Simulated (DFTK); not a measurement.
Set up this calculation in DFTK 0.8.2, as the native input.

```yaml
Task: band structure
Functional: PBEsol
Potentials_or_basis: SG15 1.2 (PBE)
Cutoff: 1225 eV
k_mesh: 11 × 11 × 11
Occupations: fermi-dirac, width 0.05 eV
Spin: no spin polarisation
Valence_electrons: Mg 10, O 6
SCF_tolerance_on_the_density: 1e-06
```

Crystal: MgO.

```
CELL_PARAMETERS angstrom
0.00000 2.09700 2.09700
2.09700 0.00000 2.09700
2.09700 2.09700 0.00000
ATOMIC_POSITIONS crystal
Mg 0.00000 0.00000 0.00000
O 0.50000 0.50000 0.50000
```

The cell is a database's computed one.

One way to write it, as run:

run.jl

```julia
using DFTK
using PseudoPotentialData
using Unitful, UnitfulAtomic
using LinearAlgebra, Printf
include("save.jl")
disable_threading()

# lattice vectors are the columns
lattice = austrip(1u"Å") * [           0.0   2.0970013927   2.0970013927;
             2.0970013927            0.0   2.0970013927;
             2.0970013927   2.0970013927            0.0]
symbols   = [:Mg, :O]
positions = [[0.0, 0.0, 0.0],
             [0.5, 0.5, 0.5]]
pseudopotentials = Dict(:Mg => "Mg.upf", :O => "O.upf")
elements = Dict(s => ElementPsp(s, pseudopotentials; rcut=10.0) for s in unique(symbols))
atoms    = [elements[s] for s in symbols]

build_model(lattice, positions; symmetries=true) =
    model_DFT(lattice, atoms, positions;
              functionals=PBEsol(),
              temperature=austrip(0.05u"eV"),
              smearing=Smearing.FermiDirac(),
              symmetries)
Ecut  = 45.0  # hartree
kgrid = [11, 11, 11]
tol   = 1e-6
to_GPa = ustrip(uconvert(u"GPa", 1u"hartree/bohr^3"))

model = build_model(lattice, positions)
basis = PlaneWaveBasis(model; Ecut, kgrid)
display(basis)
scfres = self_consistent_field(basis;
                               tol,
                               nbandsalg=AdaptiveBands(model; n_bands_converge=13))
display(scfres.energies)
@printf "Fermi level: %.6f eV\n" ustrip(auconvert(u"eV", something(scfres.εF, NaN)))
forces = compute_forces_cart(scfres)
println("Forces (eV/Å)")
for (s, f) in zip(symbols, forces)
    @printf "%-3s %12.6f %12.6f %12.6f\n" s ustrip.(auconvert.(u"eV/Å", f))...
end
stress = compute_stresses_cart(scfres)
println("Stress (GPa)")
display(round.(stress * to_GPa; digits=4))
println("Levels at the first k-point (eV): ", round.(ustrip.(auconvert.(u"eV", scfres.eigenvalues[1][1:scfres.n_bands_converge])); digits=4))
save_scf!(scfres; forces, stress)

points = Dict("G" => [0.0, 0.0, 0.0], "K" => [0.375, 0.375, 0.75], "L" => [0.5, 0.5, 0.5], "U" => [0.625, 0.25, 0.625], "W" => [0.5, 0.25, 0.75], "X" => [0.5, 0.0, 0.5])
segments = [("G", "X", 7), ("X", "W", 4), ("W", "K", 3), ("K", "G", 7), ("G", "L", 6), ("L", "U", 4), ("U", "W", 3), ("W", "L", 5), ("L", "K", 4), ("U", "X", 3)]
kcoords = vcat([[points[a] + t * (points[b] - points[a]) for t in range(0, 1, n)] for (a, b, n) in segments]...)
bands = compute_bands(scfres, ExplicitKpoints(kcoords); n_bands=15, tol=1e-5)
for (k, ε) in zip(bands.basis.kpoints, bands.eigenvalues)
    @printf "%d %8.4f %8.4f %8.4f " k.spin k.coordinate...
    println(join([@sprintf("%9.4f", e) for e in ustrip.(auconvert.(u"eV", ε .- scfres.εF))]))
end
results["band_energies"] = rows(bands.eigenvalues); results["band_kpoints"] = rows(kcoords)
```

Potentials or basis: SG15 1.2 (PBE).

The run is started by

```console
$ julia --threads=1 run.jl  # save.jl only writes the numbers to a file and isn't shown; printed stress counts tension as positive; times include loading and compiling
```

Results of the run:

- Pressure: 3.5 GPa
- Band gap on the k mesh: 4.74 eV, direct
- Band gap along the path: 4.74 eV, direct

Caveat: the potentials were made for another functional, which shifts forces and pressure.

It took 62 s on 1 thread of AMD EPYC 9R45 96-Core Processor (Zen 5), on a shared host, peak memory 1.6 GiB.
